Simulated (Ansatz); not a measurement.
Crystal: BeS.

```
S Be
1.0
     0.00000    2.42500    2.42500
     2.42500    0.00000    2.42500
     2.42500    2.42500    0.00000
S Be
1 1
Direct
  0.75000 0.75000 0.75000
  0.00000 0.00000 0.00000
```

Base run:

| Item | Value |
| --- | --- |
| Program | Ansatz 0.2.0 |
| Functional | r2SCAN |
| Potentials or basis | Ansatz PAW |
| Cutoff | 500 eV (not typed: the program's choice for these potentials) |
| k mesh | 9 × 9 × 9 |
| Occupations | fermi-dirac, width 0.05 eV |
| Spin | no spin polarisation |

Its results: band gap on the k mesh 3.66 eV, indirect (least direct gap 6.23 eV); pressure 1.1 GPa.

Task: The run is repeated on the same cell with these changes: functional from r2SCAN to BLYP; cutoff from 500 eV (not typed: the program's choice for these potentials) to 420 eV (not typed: the program's choice for these potentials). What comes out?

Result: Band gap on the k mesh 3.47 eV, indirect (least direct gap 5.75 eV); pressure 4.6 GPa.

r2SCAN gives the wider gap, since meta-GGAs in the generalised Kohn-Sham scheme recover part of the derivative discontinuity.

Caveats: the k mesh misses the band edges, so the gap on the mesh is wider than the one along the path; the PAW data sets come from PBE, with cores solved anew for the run's functional, which leaves a small shift of forces and pressure.
